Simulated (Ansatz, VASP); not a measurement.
## SiO2 in VASP and in Ansatz

```
Si O
1.0
    -2.59691    2.59691    3.83918
     2.59691   -2.59691    3.83918
     2.59691    2.59691   -3.83918
Si O
2 4
Direct
  0.00000 0.00000 0.00000
  0.75000 0.25000 0.50000
  0.97317 0.62500 0.84817
  0.37500 0.22317 0.34817
  0.77683 0.12500 0.15183
  0.87500 0.02683 0.65183
```

Change from the starting cell: strain +0.050 along x and y, +0.050 along z, atoms carried along.

Alike in both runs: task single point; functional r2SCAN; k mesh 6 × 6 × 6; occupations gaussian, width 0.05 eV; no spin polarisation.

|  | VASP | Ansatz |
| --- | --- | --- |
| version | VASP 6.6.1 | Ansatz 0.2.0 |
| potentials or method | VASP PAW PBE potentials, release 64 (Si, O) | scalar-relativistic, plane waves, PAW |
| plane-wave cutoff (eV) | 520 | 500 |
| valence electrons in the cell | 32 | 32 |

|  | VASP | Ansatz | Ansatz less VASP |
| --- | --- | --- | --- |
| gap on the k mesh at the Fermi level (eV) | 5.59 | 5.60 | +0.010 |
| least direct gap on the mesh (eV) | 5.59 | 5.60 | +0.010 |
| pressure (GPa) | -18.3 | -18.4 | -0.08 |
| largest component of the traceless stress (GPa) | 0.11 | 0.09 | -0.019 |
| rms of the force components (eV/Å) | 0.628 | 0.627 | -0.0009 |

Atom by atom the forces differ by 0.001 eV/Å (rms over components). With one functional, cell and mesh, what is left measures potentials, basis and numerics.

Caveats: so large a pressure means that the cell lies far from this level's equilibrium, or that cutoff or potentials fall short (VASP); the potentials were made for another functional, which shifts forces and pressure (VASP). A k mesh can miss the band edges.
